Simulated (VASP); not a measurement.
# CuAu: intraband terms of a metal's spectrum

CuAu, R-3m (no. 166), 2 atoms in the cell. PBE, independent-particle dielectric function; PAW potentials Au, Cu (PBE set).

## Input

INCAR.step1:
```
SYSTEM = CuAu
EDIFF = 1E-7
ENCUT = 340
ISMEAR = 1
KPAR = 4
LASPH = .True.
LCHARG = .True.
LMAXMIX = 4
LWAVE = .False.
PREC = Accurate
SIGMA = 0.1
```

INCAR.step2:
```
SYSTEM = CuAu
CSHIFT = 0.1
EDIFF = 1E-6
ENCUT = 340
ICHARG = 11
ISMEAR = 0
KPAR = 4
LASPH = .True.
LCHARG = .False.
LMAXMIX = 4
LWAVE = .True.
NBANDS = 29
NEDOS = 3000
OMEGAMAX = 30
PREC = Accurate
SIGMA = 0.3
```

INCAR.step3, as INCAR.step2 but for:
```
- LWAVE = .True.
+ ALGO = None
+ ISTART = 1
+ LOPTICS = .True.
+ LWAVE = .False.
+ NELM = 1
```

INCAR.step4, as INCAR.step3 but for:
```
+ WPLASMAI = 0.03
```

INCAR.step5 to INCAR.step6 change the same tag again: WPLASMAI = 0.1, 0.3.

INCAR.step7, as INCAR.step6 but for:
```
- WPLASMAI = 0.3
+ RTIME = 20
```

INCAR.step8, as INCAR.step7 but for:
```
- RTIME = 20
+ RTIME = 1
```

INCAR.step9, as INCAR.step8 but for:
```
- RTIME = 1
+ LNABLA = .True.
```

INCAR.step10, as INCAR.step9 but for:
```
- ISMEAR = 0
- LNABLA = .True.
+ ISMEAR = -5
```

KPOINTS.step1:
```
k-points
0
Gamma
  11 11 11
```

KPOINTS.step2:
```
k-points
0
Gamma
  9 9 9
```

POSCAR:
```
CuAu
1.0
    1.4430568479      0.8331492596      4.2561707609
   -1.4430568479      0.8331492596      4.2561707609
    0.0000000000     -1.6662985192      4.2561707609
Au Cu
1 1
Direct
    0.0000000000      0.0000000000      0.0000000000
    0.5000000000      0.5000000000      0.5000000000
```

Commands (each step's output is kept before the next begins):
```
cat potpaw_PBE.64/Au/POTCAR potpaw_PBE.64/Cu/POTCAR > POTCAR
cp INCAR.step1 INCAR
cp KPOINTS.step1 KPOINTS
mpirun -np 4 vasp_std > vasp.out
cp INCAR.step2 INCAR
cp KPOINTS.step2 KPOINTS
mpirun -np 4 vasp_std > vasp.out
cp INCAR.step3 INCAR
mpirun -np 4 vasp_std > vasp.out
cp INCAR.step4 INCAR
mpirun -np 4 vasp_std > vasp.out
cp INCAR.step5 INCAR
mpirun -np 4 vasp_std > vasp.out
cp INCAR.step6 INCAR
mpirun -np 4 vasp_std > vasp.out
cp INCAR.step7 INCAR
mpirun -np 4 vasp_std > vasp.out
cp INCAR.step8 INCAR
mpirun -np 4 vasp_std > vasp.out
cp INCAR.step9 INCAR
mpirun -np 4 vasp_std > vasp.out
cp INCAR.step10 INCAR
mpirun -np 4 vasp_std > vasp.out
```

## Result

- Bands: 29

One ground state, settings moved in the last step alone:

| Settings | Plasma frequency (eV) | Im ε at 0.5 eV | Im ε at 1 eV | Im ε at 2 eV | Im ε at 4 eV | Time (s) |
|---|---|---|---|---|---|---|
| interband part alone | 8.89 | 14.4 | 6.4 | 6.9 | 5.0 | 11 |
| Drude term, WPLASMAI 0.03 | 8.89 | 33.3 | 8.7 | 7.2 | 5.1 | 13 |
| Drude term, WPLASMAI 0.1 | 8.89 | 75.2 | 14.2 | 7.8 | 5.2 | 10 |
| Drude term, WPLASMAI 0.3 | 8.89 | 153.9 | 28.1 | 9.8 | 5.4 | 11 |
| relaxation time RTIME 20 fs | 8.89 | 35.2 | 9.0 | 7.2 | 5.1 | 11 |
| relaxation time RTIME 1 fs | 8.89 | 166.7 | 42.6 | 12.7 | 5.8 | 10 |
| transversal form (LNABLA) | 9.08 | 14.7 | 6.4 | 6.5 | 4.9 | 11 |
| tetrahedron method | – | – | – | – | – | no result |

Limits: Spin-orbit coupling is left out, which can matter with atoms this heavy.

VASP 6.6.1 took 137 s on 4 cores (Intel Xeon Platinum 8259CL @ 2.50GHz (Skylake/Cascade Lake)), a shared host.
